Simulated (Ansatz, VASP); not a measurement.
This is a calculation of AgCl for VASP 6.6.1.

INCAR

```
SYSTEM = AgCl
PREC = Accurate
ENCUT = 520
EDIFF = 1E-7
ISMEAR = -1
SIGMA = 0.05
LREAL = .FALSE.
LASPH = .TRUE.
NELM = 80
ALGO = Normal
ISIF = 2
LWAVE = .FALSE.
LCHARG = .FALSE.
GGA = PE
NBANDS = 16
```

The input KPOINTS:

```
Automatic mesh
0
G
  8 8 8
  0 0 0
```

Contents of POSCAR:

```
AgCl
1.0
    3.3875622702      0.0000000000      0.0000000000
    0.0000000000      3.3875622702      0.0000000000
    0.0000000000      0.0000000000      3.3875622702
Ag Cl
1 1
Direct
    0.0000000000      0.0000000000      0.0000000000
    0.5000000000      0.5000000000      0.5000000000
```

Potentials or basis: VASP PAW PBE potentials, release 64 (Ag, Cl).

Launch:

```sh
$ cat potpaw_PBE.64/Ag/POTCAR potpaw_PBE.64/Cl/POTCAR > POTCAR
$ mpirun -np 1 vasp_std > vasp.out
```

Question: Set up the same calculation for Ansatz 0.2.0. Potentials there: Ansatz PAW.

Answer: As run (the cutoff follows the program's own potentials):

The input input.yaml:

```yaml
crystal:
  lattice:
    - [3.3875622702, 0.0, 0.0]
    - [0.0, 3.3875622702, 0.0]
    - [0.0, 0.0, 3.3875622702]
  atoms:
    - { symbol: Ag, position: [0.0, 0.0, 0.0] }
    - { symbol: Cl, position: [0.5, 0.5, 0.5] }
hamiltonian:
  xc: pbe
  pseudopotentials: { kind: paw }
kpoints:
  mp_grid: { grid: [8, 8, 8] }
scf:
  occupations: { method: fermi_dirac, width: 0.05 }
output:
  forces: true
  stress: true
  eigenvalues: true
```

Potentials or basis: Ansatz PAW.

Run with:

```console
$ ansatz run input.yaml --threads 2 --pin off --max-ram 5120MiB --backend cpu --events-out ev --progress --plain --runs-dir out
```

Both were run:

|  | VASP | Ansatz | Ansatz less VASP |
| --- | --- | --- | --- |
| gap on the k mesh at the Fermi level (eV) | 0.59 | 0.59 | 0.000 |
| least direct gap on the mesh (eV) | 2.22 | 2.22 | -0.001 |
| pressure (GPa) | 1.9 | 2.0 | +0.15 |

The two sets of potentials don't hold the same shells in valence.

A k mesh can miss the band edges.
